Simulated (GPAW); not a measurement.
Wanted: an ASE script for a GPAW 26.7.0 run.

```yaml
Task: relaxation of cell and atoms
Functional: BLYP
Dispersion: D3(BJ)
Potentials_or_basis: PAW data sets generated in the run's folder for this functional
Cutoff: 600 eV
Basis: pw
k_mesh: 11 × 11 × 11
Occupations: fermi-dirac, width 0.05 eV
Spin: no spin polarisation
Eigensolver: davidson
Maxiter: 150
Optimizer: FIRE
Fmax: 0.02 eV/Å
Max_steps: 60
Convergence: density=1e-05 forces=0.0001
```

The structure of Ge lies in POSCAR:

```
Ge
1.0
   -2.5744897190      2.5744897190      1.3974126432
    2.5744897190     -2.5744897190      1.3974126432
    2.5744897190      2.5744897190     -1.3974126432
Ge
2
Direct
    0.5000000000      0.5000000000      0.0000000000
    0.2500000000      0.7500000000      0.5000000000
```

This isn't the form of Ge at room conditions, which is diamond.

The input as run:

run.py

```python
from ase.calculators.mixing import SumCalculator
from ase.filters import FrechetCellFilter
from ase.io import read, write
from ase.optimize import FIRE
from dftd3.ase import DFTD3
from gpaw import GPAW, PW, setup_paths

setup_paths.insert(0, '.')

atoms = read('POSCAR')

calc = GPAW(mode=PW(600),
            xc='BLYP',
            kpts={'size': (11, 11, 11), 'gamma': True},
            occupations={'name': 'fermi-dirac', 'width': 0.05},
            nbands=11,
            convergence={'density': 1e-05, 'forces': 0.0001},
            eigensolver='davidson',
            maxiter=150,
            txt='gpaw.txt')
atoms.calc = SumCalculator([calc, DFTD3(method='blyp', damping='d3bj')])
opt = FIRE(FrechetCellFilter(atoms), trajectory='relax.traj', logfile='-')
done = opt.run(fmax=0.02, steps=60)
calc.write('gs.gpw')
write('result.traj', atoms)
print('Converged:', done)
print('Cell:', atoms.cell.cellpar().round(4))
print('Volume:', round(atoms.get_volume(), 4))
print(atoms.get_scaled_positions().round(5))
```

Potentials or basis: PAW data sets generated in the run's folder for this functional, pw.

Run with:

```bash
$ gpaw-setup -f BLYP Ge
$ OMP_NUM_THREADS=1 python run.py
```

It gave:

- Relaxed volume: 19.19 Å³/atom
- Relaxed cell: a = 3.947 Å, b = 3.947 Å, c = 3.947 Å, α = 97.36°, β = 97.36°, γ = 138.05°
- Space group after relaxing (to 0.05 Å): I4_1/amd (No. 141)
- Energy gained by relaxing: 5.0 meV/atom
- Ionic steps: 5
- Pressure after relaxing: -0.1 GPa
- Band gap on the k mesh: none (metal or under the smearing width)
- Dispersion energy per atom: -0.800 eV

Caveat: later steps reuse the first step's grids; pairwise dispersion overbinds metals, which lowers pressure and volume.

Wall time 4 min on 1 thread of Arm Neoverse N1, on a shared host, peak memory 0.28 GiB.
